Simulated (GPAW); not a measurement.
## BAs in GPAW: the effect of functional

BAs:

```
B As
1.0
     2.93437    0.00000    0.00000
     0.00000    2.93437    0.00000
     0.00000    0.00000    2.93437
B As
1 1
Direct
  0.50000 0.50000 0.50000
  0.00000 0.00000 0.00000
```

The cell was built by a generator and needn't be a form met in nature.

Alike in all runs:

```yaml
Program: GPAW 26.7.0
Task: relaxation of cell and atoms
Cutoff: 800 eV
Basis: pw
k_mesh: 9 × 9 × 9
Occupations: fermi-dirac, width 0.05 eV
Spin: no spin polarisation
```

Each run relaxes the cell or the atoms first.

| functional | potentials or basis | relaxed volume (Å³/atom) |
| --- | --- | --- |
| revPBE | the program's PAW data sets (release 1.2.1) made for this functional | 12.84 |
| BLYP | PAW data sets generated in the run's folder for this functional | 14.10 |
| r2SCAN | GPAW PAW data sets (gpaw-data 1.2.1) | ? |

Problem. What does the run with functional r2SCAN give?

Solution. Relaxed volume 12.63 Å³/atom.

Caveats: later steps reuse the first step's grids; the relaxation stopped at its first step, so nothing moved (some runs); the PAW data sets were made with another functional, which shifts forces and pressure a little (some runs).
